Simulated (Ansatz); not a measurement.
**Electric field gradients in InSb under strain**

The cell is a COD entry, relaxed with PBE at fixed cell and then changed (z stretched by 2 %, ions relaxed).

```cif
data_structure
_symmetry_space_group_name_H-M 'P 1'
_symmetry_Int_Tables_number 1
_cell_length_a 5.3570
_cell_length_b 5.7120
_cell_length_c 3.1243
_cell_angle_alpha 90.000
_cell_angle_beta 90.000
_cell_angle_gamma 90.000
_cell_volume 95.60
loop_
_atom_site_label
_atom_site_type_symbol
_atom_site_fract_x
_atom_site_fract_y
_atom_site_fract_z
_atom_site_occupancy
In1 In 0.00000 0.00000 0.14243 1
In2 In 0.50000 0.50000 0.85757 1
Sb3 Sb 0.50000 0.00000 0.69715 1
Sb4 Sb 0.00000 0.50000 0.30285 1
```

Atoms are numbered from 1 in the order listed; like atoms form one site, named after its first atom.

Computed with Ansatz: DFT, PBE, plane waves and PAW, scalar-relativistic, 420 eV cutoff, Γ-centred 9×8×15 k-points, Fermi–Dirac smearing 0.05 eV.

Conventions: |V_zz| ≥ |V_yy| ≥ |V_xx|, η = (V_xx − V_yy)/V_zz, C_Q = eQV_zz/h.

In-113: I = 9/2, Q = 761.0 mb; Sb-123: I = 7/2, Q = -692.0 mb. Q values from Pyykkö, Mol. Phys. 116, 1328 (2018).

```json
{"site": "In", "atoms (order as listed)": "1, 2", "first shell": "6 Sb at 2.90–3.19 Å, 2 In at 3.12 Å", "V_zz (10²¹ V/m²)": "-5.29", "η": "0.02", "C_Q (MHz)": "-97.3"}
{"site": "Sb", "atoms (order as listed)": "3, 4", "first shell": "6 In at 2.90–3.19 Å, 2 Sb at 3.12 Å; also 2 In at 3.88 Å", "V_zz (10²¹ V/m²)": "11.80", "η": "0.84", "C_Q (MHz)": "-198"}
```

With no gap above 0.1 eV, as in a metal, the gradients converge slowly in k; expect changes of a tenth or more on a denser mesh. Without spin–orbit coupling (the program notes it for In and Sb) the gradients can shift somewhat, as the gap is small. With these PAW files V_zz is typically within 2 to 3 % of all-electron values, but misses above 10 % occur on Sb. At this changed cell the PBE pressure is 11 GPa.

The relaxation (4 steps) took 2.6 min of wall time (2.7 min of CPU time) and 0.92 GiB at its peak, on 1 thread of Intel Xeon Platinum 8259CL CPU @ 2.50GHz (Skylake/Cascade Lake) (x86_64; 16 cores open to the job, memory cap 3.0 GiB, no GPU), a shared host with a load of 0.5 a core.
